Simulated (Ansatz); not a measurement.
# Static equation of state of random wurtzite alloy of AlN and GaN (72 atoms)

The cell holds 72 atoms: 32 Ga, 36 N and 4 Al. Cell: a = 9.647 Å, b = 9.648 Å, c = 10.396 Å, α = 90.0°, β = 90.0°, γ = 120.0°. It derives from AlN (wurtzite) and GaN, repeated 3×3×2. The starting structure: Wurtzite AlN, 3 x 3 x 2 conventional cells, 32 of 36 Al sites given to Ga at random (x = 0.889), lattice by Vegard's rule (a = 3.18 Å, c = 5.162 Å); not relaxed, displaced by a Gaussian of 0.02 Å.

Calculated with Ansatz 0.2.0: Kohn-Sham DFT, PBE, PAW (set soft_1), plane waves; cutoff 420 eV, Γ point, fermi-dirac smearing of 0.025 eV. Cell and atoms were relaxed first, to V0 = 11.639 Å³ an atom at a residual P0 = 0.000 GPa. The cell was then scaled evenly, and the atoms were relaxed at each volume.

| volume (Å³/atom) | pressure (GPa) |
| --- | --- |
| 10.475 | 23.24 |
| 10.940 | ? |
| 11.290 | 5.722 |
| 11.988 | -4.873 |
| 12.337 | -9.014 |

**Question.** Fit the third-order Birch–Murnaghan equation to the rows given and interpolate to the withheld row.

Worked fit:

Take the Eulerian strain f = ½[(V0/V)^(2/3) − 1] and the normalised pressure F = (P − P0) / [3f(1 + 2f)^(5/2)]. The third-order Birch–Murnaghan equation is then the line F = B0 + (3/2)B0(B′ − 4) f, so u = f and v = F.

```
      u = f  v = F (GPa)
  0.0363832      178.658
  0.0102570      176.754
-0.00975668      174.879
 -0.0190506      173.798
```

With n = 4: mean u = 0.00445825, mean v = 176.022, Σ(u − ū)² = 0.0018076, Σ(u − ū)(v − v̄) = 0.15693. Slope b = 0.15693 / 0.0018076 = 86.819; intercept a = v̄ − b ū = 175.63.

So B0 = a = 176 GPa and B′ = 4 + 2b/(3a) = 4.33. At the withheld volume f = 0.02106, F = a + b f = 177.5 GPa, and P = P0 + 3f(1 + 2f)^(5/2) F.

Prediction at 10.940: 12.43 GPa. The run gave 12.44 GPa, so the fit is low by 0.013 GPa (0.10 % of the value).

B′ = 4.3 lies in the range of 3 to 6 that is common for dense crystals. Among the rows given, the largest miss of the fit is at 10.475, by 0.018 GPa (0.055 % of the range of the table).

Limits: Static cells at zero temperature; the cell shape is held. The program notes that the SCF threshold of these relaxations is loose for the stress. Only the Γ point is sampled, in a cell whose shortest periodic width is 8 Å.

[Logs are printed without paths, hosts, clocks, repeated set-up lines and the standing remarks that a program may print on its own settings, such as how far it seeks lower states.]

[Hosts, paths, dates, database ids (printed as entryN), source tags and the programs' standing remarks are cut or masked in the printed files.]
